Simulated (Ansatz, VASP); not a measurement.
**One calculation of TaN, two programs**

The input INCAR:

```
SYSTEM = TaN
PREC = Accurate
ENCUT = 520
EDIFF = 1E-7
ISMEAR = -1
SIGMA = 0.05
LREAL = .FALSE.
LASPH = .TRUE.
NELM = 60
ALGO = Normal
ISIF = 2
LWAVE = .FALSE.
LCHARG = .FALSE.
GGA = PE
NBANDS = 24
```

The input KPOINTS:

```
Automatic mesh
0
G
  10 10 6
  0 0 0
```

File POSCAR:

```
TaN
1.0
    3.0500020400      0.0000000000      0.0000000000
   -1.5250010200      2.6413792500      0.0000000000
    0.0000000000      0.0000000000      4.9400015300
Ta N
2 2
Direct
    0.3333333333      0.6666666667      0.0000000000
    0.6666666667      0.3333333333      0.5000000000
    0.3333333333      0.6666666667      0.3850000000
    0.6666666667      0.3333333333      0.8850000000
```

The input input.yaml:

```yaml
crystal:
  lattice:
    - [3.05000204, 0.0, 0.0]
    - [-1.52500102, 2.64137925, 0.0]
    - [0.0, 0.0, 4.94000153]
  atoms:
    - { symbol: Ta, position: [0.3333333333, 0.6666666667, 0.0] }
    - { symbol: Ta, position: [0.6666666667, 0.3333333333, 0.5] }
    - { symbol: "N", position: [0.3333333333, 0.6666666667, 0.385] }
    - { symbol: "N", position: [0.6666666667, 0.3333333333, 0.885] }
hamiltonian:
  xc: pbe
  pseudopotentials: { kind: paw }
kpoints:
  mp_grid: { grid: [10, 10, 6] }
scf:
  occupations: { method: fermi_dirac, width: 0.05 }
output:
  forces: true
  stress: true
  eigenvalues: true
```

Alike in both runs: task single point; functional PBE; k mesh 10 × 10 × 6; occupations fermi-dirac, width 0.05 eV; no spin polarisation.

|  | VASP | Ansatz |
| --- | --- | --- |
| version | VASP 6.6.1 | Ansatz 0.2.0 |
| potentials or method | VASP PAW PBE potentials, release 64 (Ta_pv, N) | Ansatz PAW |
| plane-wave cutoff (eV) | 520 | 420 |
| valence electrons in the cell | 32 | 36 |

VASP gave:

- gap on the k mesh at the Fermi level (eV): none
- rms of the force components (eV/Å): 1.407

Estimate Ansatz's values.

gap on the k mesh at the Fermi level (eV): none; rms of the force components (eV/Å): 1.381.

Atom by atom the forces differ by 0.026 eV/Å (rms over components). A gap of «none» marks a metal or a gap that the smearing closes. The two sets of potentials don't hold the same shells in valence.

Caveats: forces of over 1 eV/Å show positions far from the minimum, so gaps and moduli don't describe the material at rest. The runs have no spin-orbit coupling, so splittings on Ta are missing.
